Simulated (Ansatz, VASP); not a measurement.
Given: the input of a run of VASP 6.6.1 on Be. This isn't the form of Be at room conditions, which is hcp.

INCAR

```
SYSTEM = Be
PREC = Accurate
ENCUT = 600
EDIFF = 1E-6
ISMEAR = -1
SIGMA = 0.05
LREAL = .False.
LASPH = .True.
NELM = 100
ALGO = Fast
ISIF = 3
LWAVE = .False.
LCHARG = .False.
GGA = RE
IVDW = 13
IBRION = 2
NSW = 40
EDIFFG = -0.02
```

File KPOINTS:

```
Automatic mesh
0
Gamma
  14 14 14
  0 0 0
```

File POSCAR:

```
Be
1.0
    0.0000000000      1.5790500000      1.5790500000
    1.5790500000      0.0000000000      1.5790500000
    1.5790500000      1.5790500000      0.0000000000
Be
1
Direct
    0.0000000000      0.0000000000      0.0000000000
```

Potentials or basis: VASP PAW PBE potentials, release 64 (Be).

Run with:

```console
$ cat potpaw_PBE.64/Be/POTCAR > POTCAR
$ mpirun -np 1 vasp_std > vasp.out
```

Set up the same calculation for Ansatz 0.2.0. Potentials or basis there: Ansatz PAW, cutoff 420 eV.

As run (cutoffs and basis follow the program's own potentials, and thresholds, step limits or extra output files can differ):

Contents of input.yaml:

```yaml
crystal:
  lattice:
    - [0.0, 1.57905, 1.57905]
    - [1.57905, 0.0, 1.57905]
    - [1.57905, 1.57905, 0.0]
  atoms:
    - { symbol: Be, position: [0.0, 0.0, 0.0] }
hamiltonian:
  xc: revpbe
  pseudopotentials: { kind: paw }
  dispersion: d4
kpoints:
  mp_grid: { grid: [14, 14, 14] }
scf:
  occupations: { method: fermi_dirac, width: 0.05 }
output:
  forces: true
  stress: true
  eigenvalues: true
  write_density: true
  write_potential: true
  elf: true
  volumetric_format: npy
relax:
  f_tol: 0.01
  max_steps: 40
  cell: { stress_tol: 0.05 }
```

Potentials or basis: Ansatz PAW.

Launch:

```bash
$ ansatz run input.yaml --threads 2 --pin off --max-ram 5632MiB --backend cpu --events-out ev --progress --plain --runs-dir out
```

Both were run:

|  | VASP | Ansatz |
| --- | --- | --- |
| Relaxed volume | 7.76 Å³/atom | 7.73 Å³/atom |
| Relaxed cell | a = 2.222 Å, b = 2.222 Å, c = 2.222 Å, α = 60.00°, β = 60.00°, γ = 60.00° | a = 2.220 Å, b = 2.220 Å, c = 2.220 Å, α = 60.00°, β = 60.00°, γ = 60.00° |
| Space group after relaxing | Fm-3m (No. 225) | Fm-3m (No. 225) |
| Pressure after relaxing | -0.3 GPa | 0.0 GPa |

Ansatz's pressure holds a Pulay term of +0.06 GPa for its cutoff of 420 eV, which the other run lacks.

VASP's potentials were made for PBE. Ansatz's potentials were made for PBE.

Where Ansatz's input types no cutoff or centring, it takes its own default and a Γ-centred mesh.

Pressure is positive in compression.
